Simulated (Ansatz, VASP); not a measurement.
**MgI2 in VASP and in Ansatz**

```
CELL_PARAMETERS angstrom
4.15370 0.00000 0.00000
-2.07685 3.59721 0.00000
0.00000 0.00000 6.86200
ATOMIC_POSITIONS crystal
Mg 0.00000 0.00000 0.00000
I 0.33333 0.66667 0.75763
I 0.66667 0.33333 0.24237
```

Alike in both runs: task relaxation of cell and atoms; functional PBE; dispersion D3(BJ); k mesh 6 × 6 × 4; occupations gaussian, width 0.02 eV; no spin polarisation.

```csv
,VASP,Ansatz
version,VASP 6.6.1,Ansatz 0.2.0
potentials or method,"VASP PAW PBE potentials, release 64 (Mg, I)","scalar-relativistic, plane waves, PAW"
plane-wave cutoff (eV),600,420
valence electrons in the cell,16,44
```

```csv
,VASP,Ansatz,Ansatz less VASP
"gap on the k mesh at the Fermi level, each at its own relaxed structure (eV)",3.51,3.54,+0.030
relaxed volume (Å³/atom),33.46,33.56,+0.100
relaxed cell length with the largest relative difference (Å),6.817,6.834,+0.0168
```

The two sets of potentials don't hold the same shells in valence.

Caveats: spin-orbit coupling is left out, which moves the levels of the heavy elements. A k mesh can miss the band edges. As with any semilocal functional, this PBE gap is likely too small.
